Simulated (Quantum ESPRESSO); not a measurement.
## Hf in Quantum ESPRESSO: the effect of functional

Crystal: Hf.

```
CELL_PARAMETERS angstrom
-1.80500 1.80500 1.80500
1.80500 -1.80500 1.80500
1.80500 1.80500 -1.80500
ATOMIC_POSITIONS crystal
Hf 0.00000 0.00000 0.00000
```

This isn't the form of Hf at room conditions, which is hcp.

Alike in all runs:

| Item | Value |
| --- | --- |
| Program | Quantum ESPRESSO 7.5 |
| Task | band structure |
| Potentials or basis | SG15 PBE 1.2 |
| Cutoff | 884 eV |
| Density cutoff | 3537 eV |
| k mesh | 8 × 8 × 8 |
| Occupations | fermi-dirac, width 0.05 eV |
| Spin | no spin polarisation |

```tsv
functional	pressure (GPa)
r2SCAN	-12.0
SCAN	?
rSCAN	-12.4
TASK	-4.5
```

Question: What does the run with functional SCAN give?

Answer: Pressure -14.1 GPa.

Caveats: the potentials were made for another functional, which shifts forces and pressure.

Runs at the PBE level aren't shown here.
